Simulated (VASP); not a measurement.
# Se: restarted molecular dynamics, 2 variants

Se, Pm-3m (no. 221), 16 atoms in the cell. PBE, molecular dynamics; PAW potentials Se (PBE set).

| Restart from | Temperature at the end (K) | The same without a restart (K) | Potential energy at the end (eV/atom) | The same without a restart (eV/atom) | Electronic steps in the first step after the restart | Time (s) |
|---|---|---|---|---|---|---|
| CONTCAR with velocities, WAVECAR read | 687.0 | 687.0 | -3.12766 | -3.12765 | 6 | 499 |
| CONTCAR with velocities, no WAVECAR | 687.0 | 687.0 | -3.12766 | -3.12765 | 16 | 532 |

Limits: 180 fs of 16 atoms are too short for converged averages.

## Input of the first row

INCAR.step1:
```
  ALGO = Fast
  EDIFF = 1E-6
  ENCUT = 210
  GGA = PE
  IBRION = 0
  ISIF = 2
  ISMEAR = -1
  ISYM = 0
  KPAR = 2
  LASPH = T
  LCHARG = F
  LREAL = Auto
  LWAVE = T
  MDALGO = 4
  NELM = 60
  NELMIN = 4
  NHC_NCHAINS = 3
  NHC_PERIOD = 30
  NSW = 30
  POTIM = 3.0
  PREC = Normal
  RANDOM_SEED = 915349 0 0
  SIGMA = 0.05
  TEBEG = 600
```

INCAR.step2, as INCAR.step1 but for:
```
- LWAVE = T
+ LWAVE = F
```

KPOINTS:
```
k-points
0
Monkhorst-Pack
  2 2 1
```

POSCAR.step1:
```
Se
1.0
    5.6211260400      0.0000000000      0.0000000000
    0.0000000000      5.6211260400      0.0000000000
    0.0000000000      0.0000000000     11.2422520800
Se
16
Direct
    0.0000000000      0.0000000000      0.0000000000
    0.0000000000      0.0000000000      0.2500000000
    0.0000000000      0.0000000000      0.5000000000
    0.0000000000      0.0000000000      0.7500000000
    0.0000000000      0.5000000000      0.0000000000
    0.0000000000      0.5000000000      0.2500000000
    0.0000000000      0.5000000000      0.5000000000
    0.0000000000      0.5000000000      0.7500000000
    0.5000000000      0.0000000000      0.0000000000
    0.5000000000      0.0000000000      0.2500000000
    0.5000000000      0.0000000000      0.5000000000
    0.5000000000      0.0000000000      0.7500000000
    0.5000000000      0.5000000000      0.0000000000
    0.5000000000      0.5000000000      0.2500000000
    0.5000000000      0.5000000000      0.5000000000
    0.5000000000      0.5000000000      0.7500000000
```

Commands (each step's output is kept before the next begins):
```
cat potpaw_PBE.64/Se/POTCAR > POTCAR
cp INCAR.step1 INCAR
cp POSCAR.step1 POSCAR
mpirun -np 2 vasp_std > vasp.out
cp CONTCAR POSCAR
cp INCAR.step2 INCAR
mpirun -np 2 vasp_std > vasp.out
```

Changes of the last row against the first:
```
(step 1)
- LWAVE = True
+ LWAVE = False
```

VASP 6.6.1 took 499 s on 2 cores (Intel Xeon Platinum 8259CL @ 2.50GHz (Skylake/Cascade Lake)), a shared host.
